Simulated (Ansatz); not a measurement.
MnO: a run of Ansatz with trial settings.

```yaml
crystal:
  lattice:
    - [0.0, 2.2239077028, 2.2239077028]
    - [2.2239077028, 0.0, 2.2239077028]
    - [2.2239077028, 2.2239077028, 0.0]
  atoms:
    - { symbol: Mn, position: [0.0, 0.0, 0.0], spin: 4.42 }
    - { symbol: O, position: [0.5, 0.5, 0.5], spin: 0.24 }
basis:
  ecutwfc: 420
kpoints:
  mp_grid: { grid: [6, 6, 6] }
hamiltonian:
  xc: pbe
scf:
  occupations: { method: gaussian, width: 0.1 }
  lower_state_search: "off"
output:
  forces: true
  stress: true
  eigenvalues: true
  populations: true
  optics: { e_range: [0, 10], sigma: 0.2 }
magnetization:
  spin_polarized: true
```

Command:

```bash
ansatz run input.yaml --threads 1 --pin off --max-ram 1331MiB --backend cpu --events-out ev --progress --plain --runs-dir out
```

Output, shortened (HF is the Harris–Foulkes energy, dr2 the density residual in eV):

```text
Pseudopotential: Mn, paw, valence charge 15, recommended cutoff 420 eV (normal)
Pseudopotential: O, paw, valence charge 6, recommended cutoff 420 eV (normal)
Crystal: 2 atoms, lattice volume = 21.998 Å³
Basis set: ecut = 420 eV, 411 PW (Γ), exchange–correlation on 48×48×48 points (8 copies of the dense FFT grid, shifted against one another)
Bands: 17, of which v1, the nominal top of the filled ones, is band 11 counted from 1 (10 counted from 0)
Symmetry: 48 space group operations
Space group: Fm-3m (ITA 225), of the structure as read, at distance tolerance 2.8e-5 Å
k-points: 16 of 216
Initial density: superposition of atomic densities
Starting moments: Σ|m| = 4.66 μB on 2 of 2 sites
SCF iter   1: HF=-4468.196946 eV  Δρ=1.82e-1 (↑1.19e-1 ↓1.82e-1) dr2=1.82e1  dr2_m=3.19e-1  M=3.940 μB ∫|m|=3.940 μB
SCF iter   2: HF=-4466.000759 eV  Δρ=4.81e-2 (↑4.81e-2 ↓2.46e-2) dr2=4.82e-1  dr2_m=1.73e-1  M=4.699 μB ∫|m|=4.699 μB
SCF iter   3: HF=-4466.038157 eV  Δρ=2.71e-2 (↑2.71e-2 ↓1.71e-2) dr2=1.12e-1  dr2_m=7.25e-2  M=4.699 μB ∫|m|=4.699 μB
SCF iter   4: HF=-4466.095553 eV  Δρ=1.53e-2 (↑1.53e-2 ↓1.39e-2) dr2=1.57e-2  dr2_m=3.51e-2  M=4.703 μB ∫|m|=4.703 μB
   ...
SCF iter  11: HF=-4466.185263 eV  Δρ=8.82e-6 (↑8.82e-6 ↓6.14e-6) dr2=9.53e-9  dr2_m=7.85e-9  M=4.715 μB ∫|m|=4.715 μB
SCF iter  12: HF=-4466.185263 eV  Δρ=2.11e-6 (↑1.26e-6 ↓2.11e-6) dr2=1.51e-10  dr2_m=5.66e-10  M=4.715 μB ∫|m|=4.715 μB
SCF iter  13: F=-4466.185263 eV  HF=-4466.185263 eV  Δρ=1.53e-7 (↑1.53e-7 ↓1.08e-7) dr2=1.14e-12  dr2_m=3.19e-12  M=4.715 μB ∫|m|=4.715 μB
SCF 1 converged in 13 iterations: F = -4466.185263 eV  dr2 = 1.14e-12
SCF converged after 13 iterations
Magnetization: 4.7153 μB (12.8577 up, 8.1423 down)
Absolute magnetization: 4.7153 μB (∫|ρ↑−ρ↓|, with the PAW one-centre terms)
Per-site moments (μB) at R_I (Å): [(4.0143, 0.9173), (0.2176, 0.9173)]
Free energy (F): -4466.185263 eV
E sigma→0 (E₀):  -4466.184490 eV
Entropy (-TS):   -0.001545 eV (-0.773 meV/atom)
Fermi energy:    13.364294 eV
--- Forces (eV/Å), atoms counted from 1 ---
  atom   1  Mn    -0.00000000     0.00000000     0.00000000
  atom   2  O      0.00000000     0.00000000     0.00000000
--- Stress (GPa, compression-positive) ---
       -1.564310       0.000000       0.000000
        0.000000      -1.564310      -0.000000
        0.000000       0.000000      -1.564310
  P = ⅓ Tr σ = -1.5643 GPa (-15.643 kbar)
```

These settings were drawn at random to show what each does; none of the numbers is a converged property of the crystal.